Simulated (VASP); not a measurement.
# InAs (F-43m) in VASP: notebook, part 2 of 2

VASP 6.6.1. Earlier steps stand in the parts before.

## Step 5: Relaxation of cell and atoms, PBEsol

This run uses another cell than the first one, of 28.25 Å³/atom, 1.028 times its volume.

File INCAR:

```
  PREC = Accurate
  ENCUT = 600
  EDIFF = 1E-7
  ISMEAR = 0
  SIGMA = 0.03
  LREAL = F
  LASPH = T
  NELM = 80
  ALGO = Normal
  ISIF = 3
  LWAVE = F
  LCHARG = F
  GGA = PS
  IBRION = 2
  NSW = 90
  EDIFFG = -0.005
```

File KPOINTS:

```
Automatic mesh
0
Gamma
  10 10 10
```

File POSCAR:

```
InAs                                    
1.0
    0.0000000000      3.0454540627      3.0454540627
    3.0454540627      0.0000000000      3.0454540627
    3.0454540627      3.0454540627     -0.0000000000
  In              As            
     1     1
Direct
     0.0000000000000000    0.0000000000000000    0.0000000000000000
     0.2500000000000000    0.2500000000000000    0.2500000000000000
```

Potentials or basis: VASP PAW PBE potentials, release 64 (In_d, As).

Launch:

```console
$ cat potpaw_PBE.64/In_d/POTCAR potpaw_PBE.64/As/POTCAR > POTCAR
$ mpirun -np 1 vasp_std > vasp.out
```

OUTCAR:

```text
PREC = Accurate
   ENCUT = 600
   EDIFF = 1E-7
   ISMEAR = 0
   LREAL = F
   LASPH = T
   NELM = 80
   ISIF = 3
   GGA = PS
   IBRION = 2
   NSW = 90
   EDIFFG = -0.005

 ion  position               nearest neighbor table
   1  0.000  0.000  0.000-   2 2.64   2 2.64   2 2.64   2 2.64
   2  0.250  0.250  0.250-   1 2.64   1 2.64   1 2.64   1 2.64

  LATTYP: Found a face centered cubic cell.
 ALAT       =     6.0909081254

  Lattice vectors:

 A1 = (   0.0000000000,   3.0454540627,   3.0454540627)
 A2 = (   3.0454540627,   0.0000000000,   3.0454540627)
 A3 = (   3.0454540627,   3.0454540627,   0.0000000000)

Analysis of symmetry for initial positions (statically):
=====================================================================
 Subroutine PRICEL returns:
 Original cell was already a primitive cell.

 Routine SETGRP: Setting up the symmetry group for a
 face centered cubic supercell.

 Subroutine GETGRP returns: Found 24 space group operations
 (whereof 24 operations were pure point group operations)
 out of a pool of 48 trial point group operations.

The static configuration has the point symmetry T_d .

[... 170 lines left out ...]
 k-point     1 :       0.0000    0.0000    0.0000
  band No.  band energies     occupation
      1     -10.1327      2.00000
      2     -10.1327      2.00000
      3     -10.1327      2.00000
      4     -10.0136      2.00000
      5     -10.0136      2.00000
      6      -7.5955      2.00000
      7       3.7638      2.00000
      8       4.1560      1.33333
      9       4.1560      1.33333
     10       4.1560      1.33333
     11       8.0026      0.00000
     12       8.0026      0.00000
     13       8.0026      0.00000
[... 354 lines left out ...]
  band No.  band energies     occupation
      1     -10.2737      2.00000
      2     -10.0763      2.00000
      3     -10.0740      2.00000
      4     -10.0385      2.00000
      5      -9.9973      2.00000
      6      -6.1851      2.00000
      7      -0.8011      2.00000
      8       2.0013      2.00000
      9       2.2663      2.00000
     10       6.1170      0.00000
     11       6.8495      0.00000
     12      10.6491      0.00000
     13      11.4114      0.00000

 [... further k-points ...]
[... 5 lines left out ...]
  --------------------------------------------------------------------------------------
  -------------------------------------------------------------------------------------
  Total        0.0021700      0.0021700      0.0021700     -0.0000000      0.0000000     -0.0000000
  in kB        0.0615449      0.0615449      0.0615449     -0.0000000      0.0000000     -0.0000000
  external PRESSURE =       0.0615449 kB  Pullay stress =       0.0000000 kB

 VOLUME and BASIS-vectors are now :
 -----------------------------------------------------------------------------
  energy-cutoff  :      600.00
  volume of cell :       56.49
      direct lattice vectors                 reciprocal lattice vectors
     0.000000000  3.045454063  3.045454063    -0.164179131  0.164179131  0.164179131
     3.045454063  0.000000000  3.045454063     0.164179131 -0.164179131  0.164179131
     3.045454063  3.045454063  0.000000000     0.164179131  0.164179131 -0.164179131

 POSITION                                       TOTAL-FORCE (eV/Angst)
 -----------------------------------------------------------------------------------
      0.00000      0.00000      0.00000         0.000000      0.000000      0.000000
      1.52273      1.52273      1.52273        -0.000000     -0.000000     -0.000000
 -----------------------------------------------------------------------------------
    total drift:                               -0.000000     -0.000000     -0.000000

  FREE ENERGIE OF THE ION-ELECTRON SYSTEM (eV)
  ---------------------------------------------------
  free  energy   TOTEN  =        -8.4901844720 eV

  energy  without entropy=       -8.4901381933  energy(sigma->0) =       -8.49016133

 reached required accuracy - stopping structural energy minimisation
```

OSZICAR:

```text
N       E                     dE             d eps       ncg     rms          rms(c)
DAV:   1     0.116991123238E+03    0.11699E+03   -0.90594E+03  1222   0.162E+03
DAV:   2    -0.656113946914E-01   -0.11706E+03   -0.11357E+03  1262   0.337E+02
DAV:   3    -0.854554525223E+01   -0.84799E+01   -0.83841E+01  1592   0.926E+01
DAV:   4    -0.877073799983E+01   -0.22519E+00   -0.22501E+00  1347   0.170E+01
DAV:   5    -0.878047729673E+01   -0.97393E-02   -0.97389E-02  1817   0.325E+00    0.429E+00
DAV:   6    -0.852145696980E+01    0.25902E+00   -0.45862E-01  1845   0.136E+01    0.236E+00
DAV:   7    -0.849151488357E+01    0.29942E-01   -0.12739E-01  1679   0.390E+00    0.669E-01
DAV:   8    -0.848987710257E+01    0.16378E-02   -0.12795E-02  1528   0.164E+00    0.196E-01
DAV:   9    -0.849011400172E+01   -0.23690E-03   -0.10166E-03  1532   0.415E-01    0.105E-01
DAV:  10    -0.849016746941E+01   -0.53468E-04   -0.12377E-04  1866   0.151E-01    0.717E-02
DAV:  11    -0.849018455215E+01   -0.17083E-04   -0.53208E-05  1322   0.105E-01    0.435E-02
DAV:  12    -0.849018443675E+01    0.11541E-06   -0.52105E-06  1372   0.198E-02    0.119E-02
DAV:  13    -0.849018447229E+01   -0.35544E-07   -0.11503E-06  1497   0.733E-03    0.681E-03
DAV:  14    -0.849018447203E+01    0.26421E-09   -0.79132E-08   959   0.331E-03
   1 F= -.84901845E+01 E0= -.84901613E+01  d E =-.849018E+01
```

CONTCAR:

```text
InAs
   1.00000000000000
     0.0000000000000000    3.0454540627000002    3.0454540627000002
     3.0454540627000002    0.0000000000000000    3.0454540627000002
     3.0454540627000002    3.0454540627000002    0.0000000000000000
  In              As
     1     1
Direct
     0.0000000000000000    0.0000000000000000    0.0000000000000000
     0.2500000000000000    0.2500000000000000    0.2500000000000000

  0.00000000E+00  0.00000000E+00  0.00000000E+00
  0.00000000E+00  0.00000000E+00  0.00000000E+00
```

It took 32 s on 1 thread of Intel Xeon Platinum 8375C at 2.90GHz (Ice Lake), shared host; peak memory 0.22 GiB.

Results:

| Quantity | Value |
| --- | --- |
| Free energy | -8.4902 eV |
| Pressure after relaxing | 0.0 GPa |
| Band gap on the k mesh | none (metal or under the smearing width) |

Final structure:
```
CELL_PARAMETERS angstrom
0.00000 3.04545 3.04545
3.04545 0.00000 3.04545
3.04545 3.04545 0.00000
ATOMIC_POSITIONS crystal
In 0.00000 0.00000 0.00000
As 0.25000 0.25000 0.25000
```

Caveat: the relaxation stopped at its first step, so nothing moved; the PAW data sets were made with another functional, which shifts forces and pressure a little; this crystal is a semiconductor, whose small gap the functional closes, so the metal is an error of the method.

## Step 6: Relaxation of cell and atoms, PBEsol

File INCAR:

```
PREC = Accurate
ENCUT = 600
EDIFF = 1E-6
ISMEAR = 0
SIGMA = 0.03
LREAL = False
LASPH = True
NELM = 80
ALGO = Normal
ISIF = 3
LWAVE = False
LCHARG = False
GGA = PS
IBRION = 2
NSW = 90
EDIFFG = -0.01
KPAR = 2
```

File KPOINTS:

```
regular mesh
0
Gamma
  10 10 10
```

File POSCAR:

```
InAs
1.0
    0.0000000000      3.0180000000      3.0180000000
    3.0180000000      0.0000000000      3.0180000000
    3.0180000000      3.0180000000      0.0000000000
In As
1 1
Direct
    0.0000000000      0.0000000000      0.0000000000
    0.2500000000      0.2500000000      0.2500000000
```

Potentials or basis: VASP PAW PBE potentials, release 64 (In_d, As).

Launch:

```console
$ cat potpaw_PBE.64/In_d/POTCAR potpaw_PBE.64/As/POTCAR > POTCAR
$ mpirun -np 2 vasp_std > vasp.out
```

It took 81 s on 2 MPI ranks of AMD EPYC 7R43 (Zen 3), shared host; peak memory 0.21 GiB.

The run converged. Its results:

```yaml
Free_energy: -8.4900 eV
Relaxed_volume: 28.25 Å³/atom
Relaxed_cell: a = 4.307 Å, b = 4.307 Å, c = 4.307 Å, α = 60.00°, β = 60.00°, γ = 60.00°
Space_group_after_relaxing_to_0.05_Å: F-43m (No. 216)
Energy_gained_by_relaxing: 3.7 meV/atom
Ionic_steps: 3
Pressure_after_relaxing: 0.0 GPa
Band_gap_on_the_k_mesh: none (metal or under the smearing width)
```

Step by step:
| step | energy change (eV) | largest force (eV/Å) | pressure (GPa) | volume (Å³) |
| --- | --- | --- | --- | --- |
| 1 | 0.0000 | 0.0000 | 1.62 | 54.98 |
| 2 | -0.0059 | 0.0000 | -0.70 | 57.21 |
| 3 | -0.0075 | 0.0000 | 0.01 | 56.49 |

Final structure:
```yaml
crystal:
  lattice:
    - [0.00000, 3.04545, 3.04545]
    - [3.04545, 0.00000, 3.04545]
    - [3.04545, 3.04545, 0.00000]
  atoms:
    - { symbol: In, position: [0.00000, 0.00000, 0.00000] }
    - { symbol: As, position: [0.25000, 0.25000, 0.25000] }
```

Levels at points of the mesh, in eV from the Fermi level:
| k point | band 6 | band 7 | band 8 | band 9 | band 10 | band 11 | band 12 | band 13 |
| --- | --- | --- | --- | --- | --- | --- | --- | --- |
| (0.00, 0.00, 0.00) | -11.76 | -0.40 | -0.01 | -0.01 | -0.01 | 3.84 | 3.84 | 3.84 |
| (0.50, 0.00, 0.00) | -10.34 | -5.71 | -0.97 | -0.97 | 0.82 | 4.60 | 4.60 | 6.68 |
| (0.50, 0.50, 0.00) | -9.82 | -5.80 | -2.28 | -2.28 | 1.47 | 1.97 | 8.93 | 9.06 |

Caveat: the PAW data sets were made with another functional, which shifts forces and pressure a little; this crystal is a semiconductor, whose small gap the functional closes, so the metal is an error of the method.
